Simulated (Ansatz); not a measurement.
# CdSe (Cadmoselite) (P6_3mc) in Ansatz: reference runs

Aim: a first look at CdSe (Cadmoselite) with PBEsol, on the cell as given.

Program: Ansatz 0.2.0. These are calculated values, not measurements. Logs are shortened: lines on timing, memory, paths and dates and some standing lists are left out, and cuts for length are marked.

**What was measured.**

From a printed reference work, data compilation, for a bulk crystal of CdSe at 2 K: band gap 1.841 eV.

The results are compared with them further down.

## (1) The structure

The structure is hexagonal, space group P6_3mc (No. 186). The conventional cell has a = 4.300 Å, b = 4.300 Å, c = 7.020 Å, α = 90.00°, β = 90.00°, γ = 120.00°. Cd (site symmetry 3m) has 4 Se at 2.61 to 2.70 Å as nearest neighbours. Se (site symmetry 3m) is surrounded by 4 Cd at 2.61 to 2.70 Å.

## (2) Single point, PBEsol

File input.yaml:

```yaml
crystal:
  lattice:
    - [4.3, 0.0, 0.0]
    - [-2.15, 3.7239092363, 0.0]
    - [0.0, 0.0, 7.02]
  atoms:
    - { symbol: Cd, position: [0.6666666667, 0.3333333333, 0.5] }
    - { symbol: Cd, position: [0.3333333333, 0.6666666667, 0.0] }
    - { symbol: Se, position: [0.6666666667, 0.3333333333, 0.885] }
    - { symbol: Se, position: [0.3333333333, 0.6666666667, 0.385] }
kpoints:
  mp_grid: { grid: [7, 7, 4] }
scf:
  occupations: { method: fermi_dirac, width: 0.05 }
hamiltonian:
  xc: pbesol
  pseudopotentials: { kind: all_electron, lapw: { basis_error: 0.001 } }
output:
  forces: true
  stress: true
  eigenvalues: true
  populations: true
```

Potentials or basis: all-electron LAPW, scalar-relativistic.

Launch:

```
$ ansatz run input.yaml --threads 2 --pin off --max-ram 8192MiB --backend cpu --events-out ev --progress --plain --runs-dir out
```

Standard output:

```text
Warning: RAYON_NUM_THREADS=2 ignored (pool sized by the plan → 2); use --threads N
Cd: projections on atomic orbitals take those of the free atom 1s2 2s2 2p6 3s2 3p6 3d10 4s2 4p6 4d10 5s2, of charge +0.00 (hamiltonian.pseudopotentials.projection_atoms)
Se: projections on atomic orbitals take those of the free atom 1s2 2s2 2p6 3s2 3p6 3d10 4s2 4p4, of charge +0.00 (hamiltonian.pseudopotentials.projection_atoms)
LAPW: plane waves up to 8.559 Å⁻¹, error target 1.0e-3 eV per atom; small_component_spin mean_spin; Se in spheres of 1.255 Å, 24 of its electrons in bands, Dirac shells []; Cd in spheres of 1.356 Å, 20 of its electrons in bands, Dirac shells [] (how accurate: hamiltonian.pseudopotentials.lapw.basis_error, Limitations)
Engine: ansatz 0.2.0, x86_64-unknown-linux-gnu
Pseudopotentials: kind: all_electron
Pseudopotential: Cd, LAPW, valence charge 20, lapw/all_electron/scalar/gaussian/Cd, Koelling and Harmon's equation, gaussian nucleus
Pseudopotential: Se, LAPW, valence charge 24, lapw/all_electron/scalar/gaussian/Se, Koelling and Harmon's equation, gaussian nucleus
Functional definition: PBEsol
  exchange = pbesol_x
  correlation = pbesol_c
Crystal: 4 atoms, lattice volume = 112.410 Å³
Basis set: ecut = 279.0852297849729 eV, 1165 PW (Γ), exchange–correlation at level 2
Bands: 53, of which v1, the nominal top of the filled ones, is band 44 counted from 1 (43 counted from 0)
Symmetry: 12 space group operations
Space group: P63mc (ITA 186), of the structure as read, at distance tolerance 4.8e-5 Å
k-points: 24 of 196 (time reversal used)
Non-local potential: Cd, projectors of the file, none
Non-local potential: Se, projectors of the file, none
Initial density: superposition of atomic densities (chi_scale 0.1, normalization cell, long waves kept (reshape's long-wave potential 0.00 eV rms))
Initial wavefunctions: plane waves of lowest kinetic energy (no species holds an atomic orbital)
Functional: x = pbesol(κ = 0.804, μ = 0.12345679012345678), c = pbesol(β = 0.046)
iter 1 solved again at ethr=2.07e-3 eV; its pass at ethr=1.00e-1 eV (dr2=1.82e0 eV) is discarded
SCF iter   1: F=—  HF=-436494.738697 eV  |F-HF|=—  |Δ(HF+E_count)|=         —  Δρ=2.80e-2  dr2=1.82e0  ethr=2.07e-3  ⟨swp⟩=2.0  Hψ=7992  notcnv=0
preconditioner: auto → Resta (q_TF=auto, 2.619 Å⁻¹)  ε∞=4.0  [insulator: Δε(μ)=1.016 eV  Ē_g=12.043 eV  σ=0.050 eV  W_gap=1.00  n_scr=34 (ndim 8)  ℏωp=21.0 eV  f_vac=0.219  D(μ)=0.00/eV (n_scr^D=0)  ε∞_Penn≈4.0]
SCF iter   2: F=—  HF=-436494.100651 eV  |F-HF|=—  |Δ(HF+E_count)|=   6.38e-1  Δρ=1.26e-2  dr2=3.45e-1  ethr=2.07e-3  ⟨swp⟩=2.0  Hψ=3865  notcnv=0
SCF iter   3: F=—  HF=-436494.029993 eV  |F-HF|=—  |Δ(HF+E_count)|=   7.07e-2  Δρ=6.56e-3  dr2=9.41e-2  ethr=3.92e-4  ⟨swp⟩=2.0  Hψ=3751  notcnv=0
iter 4 solved again at ethr=5.57e-6 eV; its pass at ethr=1.07e-4 eV (dr2=4.91e-3 eV) is discarded
SCF iter   4: F=—  HF=-436494.009849 eV  |F-HF|=—  |Δ(HF+E_count)|=   2.01e-2  Δρ=1.80e-3  dr2=4.89e-3  ethr=5.57e-6  ⟨swp⟩=2.0  Hψ=6452  notcnv=0
SCF iter   5: F=—  HF=-436494.010485 eV  |F-HF|=—  |Δ(HF+E_count)|=   6.35e-4  Δρ=4.06e-4  dr2=1.88e-4  ethr=5.56e-6  ⟨swp⟩=2.0  Hψ=3650  notcnv=0
SCF iter   6: F=—  HF=-436494.010727 eV  |F-HF|=—  |Δ(HF+E_count)|=   2.42e-4  Δρ=1.75e-4  dr2=5.49e-5  ethr=2.14e-7  ⟨swp⟩=3.0  Hψ=3755  notcnv=0
SCF iter   7: F=—  HF=-436494.010791 eV  |F-HF|=—  |Δ(HF+E_count)|=   6.43e-5  Δρ=8.52e-5  dr2=1.43e-5  ethr=6.24e-8  ⟨swp⟩=3.0  Hψ=3782  notcnv=0
SCF iter   8: F=—  HF=-436494.010834 eV  |F-HF|=—  |Δ(HF+E_count)|=   4.28e-5  Δρ=1.94e-5  dr2=8.83e-7  ethr=1.63e-8  ⟨swp⟩=3.0  Hψ=3908  notcnv=0
SCF iter   9: F=-436494.010835 eV  HF=-436494.010835 eV  |F-HF|=2.40e-8  |Δ(HF+E_count)|=   1.31e-6  Δρ=6.01e-6  dr2=8.39e-8  ethr=1.00e-9  ⟨swp⟩=3.0  Hψ=3876  notcnv=0
SCF 1 converged in 9 iterations: F = -436494.010835 eV  dr2 = 8.39e-8
SCF converged after 9 iterations
Free energy (F): -436494.010835 eV
Harris-Foulkes:  -436494.010835 eV  (|F-HF|=2.40e-8)
Internal energy: -436494.010791 eV  (E = F + TS)
E sigma→0 (E₀):  -436494.010813 eV
Entropy (-TS):   -0.000044 eV (-0.011 meV/atom)
Fermi energy:    8.360874 eV
--- Per-component energies (eV) ---
  E_band       = -4191.351303
  E_kinetic    = 454062.523780
  E_xc         = -12977.134965
  E_electrostatic = -877579.399606  (all electrons and nuclei)
  E_smearing   = -0.000044  (= −TS)
  E_closure    = 0.000000  (closes the sum)
  E_atoms      = -436481.675030  (free atoms, spherical and without spin; not in F)
  Σ components = -436494.010835   (vs F -436494.010835, Δ=0.00e0)
  Basis errors (estimates in eV, not in F): energy 4.4e-4 per atom: plane waves 4.0e-4 (2.4e-4 summed), levels above the bands 1.1e-75, relativity 2.4e-8, radial functions 3.5e-5, core shells 9.9e-7; eigenvalues (radial functions only) 1.2e-6; not estimated: angular momenta, meshes, grids; target (lapw.basis_error) 1.0e-3; muffin-tin radii Se 1.255 Å, Cd 1.356 Å
--- Forces (eV/Å), atoms counted from 1 ---
  atom   1  Cd    -0.00000000    -0.00000000     0.26509465
  atom   2  Cd    -0.00000000     0.00000000     0.26509465
  atom   3  Se     0.00000000    -0.00000000    -0.26507383
  atom   4  Se     0.00000000     0.00000000    -0.26507383
  max |Σ_I F_I| component: 4.17e-5 eV/Å
--- Stress (GPa, compression-positive) ---
        0.782295       0.000000       0.000000
        0.000000       0.782295       0.000000
        0.000000       0.000000      -1.042370
  P = ⅓ Tr σ = 0.1741 GPa (1.741 kbar)
--- Band table (eV; the first three rows and the last of 24) ---
  k-point 0: bands = ["-198.5555", "-198.5555", "-138.2229", "-138.2229", "-138.2229", "-138.2229", "-138.2136", "-138.2136", "-93.4577", "-93.4577", "-54.5586", "-54.5583", "-54.5582", "-54.5582", "-54.5581", "-54.5581", "-38.6597", "-38.6597", "-38.6597", "-38.6597", "-38.6497", "-38.6497", "-38.6497", "-38.6497", "-38.6495", "-38.6494", "-4.5845", "-4.2102", "0.1272", "0.1272", "0.1830", "0.1830", "0.1917", "0.4915", "0.4915", "0.5575", "0.5575", "0.8359", "3.7499", "7.3130", "7.3130", "8.0259", "8.0386", "8.0386", "8.6168", "10.0562", "13.8506", "13.8506", "14.1044", "14.9694", "14.9694", "15.6149", "17.2619"]
  k-point 1: bands = ["-198.5555", "-198.5555", "-138.2229", "-138.2229", "-138.2229", "-138.2229", "-138.2136", "-138.2136", "-93.4577", "-93.4577", "-54.5586", "-54.5584", "-54.5582", "-54.5582", "-54.5581", "-54.5581", "-38.6597", "-38.6597", "-38.6597", "-38.6597", "-38.6497", "-38.6497", "-38.6497", "-38.6497", "-38.6495", "-38.6494", "-4.5295", "-4.2643", "0.1332", "0.1332", "0.1727", "0.1727", "0.2321", "0.5030", "0.5030", "0.5497", "0.5497", "0.6529", "4.2621", "6.8300", "7.4120", "7.4120", "7.9243", "7.9243", "9.6782", "10.1613", "13.6427", "13.9328", "13.9328", "14.6919", "14.6919", "14.8890", "17.3573"]
  k-point 2: bands = ["-198.5555", "-198.5555", "-138.2229", "-138.2229", "-138.2229", "-138.2229", "-138.2136", "-138.2136", "-93.4577", "-93.4577", "-54.5585", "-54.5585", "-54.5581", "-54.5581", "-54.5581", "-54.5581", "-38.6597", "-38.6597", "-38.6597", "-38.6597", "-38.6497", "-38.6497", "-38.6497", "-38.6497", "-38.6495", "-38.6495", "-4.3965", "-4.3965", "0.1509", "0.1509", "0.1509", "0.1509", "0.3814", "0.3814", "0.5281", "0.5281", "0.5281", "0.5281", "5.4319", "5.4319", "7.6605", "7.6605", "7.6605", "7.6605", "10.2808", "10.2808", "13.7533", "13.7533", "14.2272", "14.2272", "14.2272", "14.2272", "17.9279"]
  k-point 23: bands = ["-198.5555", "-198.5555", "-138.2229", "-138.2229", "-138.2229", "-138.2229", "-138.2136", "-138.2136", "-93.4577", "-93.4577", "-54.5585", "-54.5585", "-54.5583", "-54.5583", "-54.5583", "-54.5583", "-38.6598", "-38.6598", "-38.6597", "-38.6597", "-38.6497", "-38.6497", "-38.6497", "-38.6497", "-38.6494", "-38.6494", "-4.1112", "-4.1112", "0.2993", "0.2993", "0.3185", "0.3185", "0.4697", "0.4697", "0.5165", "0.5165", "0.9135", "0.9135", "3.8990", "3.8990", "5.6637", "5.6637", "6.9423", "6.9423", "11.7219", "11.7219", "13.7024", "13.7024", "14.2370", "14.2370", "16.0156", "16.0156", "17.7541"]
--- Löwdin populations: 4 sites ---
  site symbol       q [e]
     0     Cd     46.7758
     1     Cd     46.7758
     2     Se     35.0316
     3     Se     35.0316
  spilling = 0.002349 (of n_electrons = 164.000000)
```

Run time: 51 s. Hardware: 2 threads of AMD EPYC 7R43 (Zen 3), shared host; peak memory 0.52 GiB.

Results:

```yaml
Free_energy: -436494.0108 eV
Pressure: 0.2 GPa
Largest_force: 0.265 eV/Å
Band_gap_on_the_k_mesh: 0.58 eV, direct
Loewdin_charges: Cd +1.22; Se -1.03 e
```

Forces in eV/Å, atoms in the order of the input:
```
Cd   0.000  0.000  0.265
Cd   0.000  0.000  0.265
Se   0.000  0.000 -0.265
Se   0.000  0.000 -0.265
```

Caveat: the atomic charges don't sum to the cell's charge.

## (3) Comparison with measurements

Step 2. Measured gap of CdSe: 1.841 eV (2 K; a printed reference work, data compilation). This calculation gives 0.58 eV (-1.26 eV). So large a miss can be the level of theory's own, or it may mean another phase, state or a wrong row. Spin-orbit coupling on Cd, Se is left out. The value is that of PBEsol, without temperature or zero-point motion. Semilocal functionals fall short of measured gaps as a rule.
